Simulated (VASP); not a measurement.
Here is a VASP 6.6.1 calculation.

INCAR

```
PREC = Accurate ; ENCUT = 600
EDIFF = 1E-6 ; ISMEAR = 1
SIGMA = 0.1 ; LREAL = False
LASPH = True ; NELM = 80
ALGO = Normal ; ISIF = 3
LWAVE = False ; LCHARG = False
GGA = PS ; IBRION = 2
NSW = 90 ; EDIFFG = -0.01
PSTRESS = 1250.0
```

File KPOINTS:

```
Automatic mesh
0
Gamma
  17 17 17
```

POSCAR

```
Se
1.0
    1.9250000000      1.1113992682      0.8816666667
   -1.9250000000      1.1113992682      0.8816666667
    0.0000000000     -2.2227985364      0.8816666667
Se
1
Direct
    0.0000000000      0.0000000000      0.0000000000
```

Potentials or basis: VASP PAW PBE potentials, release 64 (Se).

The run is started by

```bash
$ cat potpaw_PBE.64/Se/POTCAR > POTCAR
$ mpirun -np 1 vasp_std > vasp.out
```

Question: Estimate the band gap on the k mesh.

Answer: None (metal or under the smearing width).

Question: Predict the relaxed cell.

Answer: a = 2.431 Å, b = 2.431 Å, c = 2.431 Å, α = 107.28°, β = 107.28°, γ = 107.28°.

Question: Estimate the relaxed volume.

Answer: 11.87 Å³/atom.

The path:
```
step  energy change (eV)  largest force (eV/Å)  pressure (GPa)  volume (Å³)
   1              0.0000                0.0000          152.30        11.32
   2             -1.8830                0.0000           42.99        14.78
   3             -0.5295                0.0000          122.01        11.94
   4             -0.4793                0.0000          124.82        11.87
   5             -0.4705                0.0000          125.34        11.86
   6             -0.4707                0.0000          125.32        11.86
   7             -0.4714                0.0000          125.27        11.86
   8             -0.4717                0.0000          125.26        11.86
   9             -0.4724                0.0000          125.23        11.86
  10             -0.4739                0.0000          125.15        11.87
  11             -0.4768                0.0000          125.01        11.87
```

Caveat: the cell is relaxed towards a set pressure, so the enthalpy falls and the energy may rise; the PAW data sets were made with another functional, which shifts forces and pressure a little. Zero-point motion and thermal expansion aren't in these numbers.
